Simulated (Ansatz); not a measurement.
Runs of Ansatz 0.2.0 on HfN. The structure is cubic, space group Fm-3m (No. 225). Conventional cell: a = 4.512 Å, b = 4.512 Å, c = 4.512 Å, α = 90.00°, β = 90.00°, γ = 90.00°. Hf (site symmetry m-3m) has 6 N at 2.26 Å as nearest neighbours. N (site symmetry m-3m) has 6 Hf at 2.26 Å as nearest neighbours. 

```tsv
task	level	cell	smearing	gap on the mesh (eV)	pressure (GPa)	relaxed volume (Å³/atom)
single point	PBE	as given	gaussian 0.02 eV	none	6.6	-
relaxation of cell and atoms	PBE+D3(BJ)	relaxed	fermi-dirac 0.05 eV	-	0.0	(a)
single point	PBE	as given	gaussian 0.016 eV	none	6.6	-
single point	PBE	as given	gaussian 0.017 eV	none	6.6	-
single point	PBE	as given	gaussian 0.019 eV	none	6.6	-
single point	PBE	as given	gaussian 0.027 eV	none	6.6	-
single point	PBE	as given	gaussian 0.026 eV	none	6.6	-
single point	PBE	as given	gaussian 0.025 eV	none	6.6	-
relaxation of cell and atoms	PBEsol+D3(BJ)	relaxed	fermi-dirac 0.05 eV	none	0.0	11.18
single point	PBE	as given	gaussian 0.022 eV	none	6.6	-
single point	PBE	as given	gaussian 0.013 eV	none	6.6	-
relaxation of cell and atoms	PBE+D4	relaxed	fermi-dirac 0.05 eV	none	0.0	11.56
```

Alike in all rows: potentials or basis Ansatz PAW; no spin polarisation; k mesh 10 × 10 × 10; cutoff (eV) 420.

**Question.** Estimate the missing entries.

**Answer.** (a) 11.52.

Caveats: the plane-wave basis is chosen anew once the cell has moved, so the energies of steps on either side of that aren't comparable (some runs); pairwise dispersion overbinds metals, which lowers pressure and volume (some runs); the PAW data sets come from PBE, with cores solved anew for the run's functional, which leaves a small shift of forces and pressure (some runs).

A k mesh can miss the band edges, and the runs leave out spin-orbit coupling on Hf.

A gap of «none» marks a metal or a gap under the smearing width.
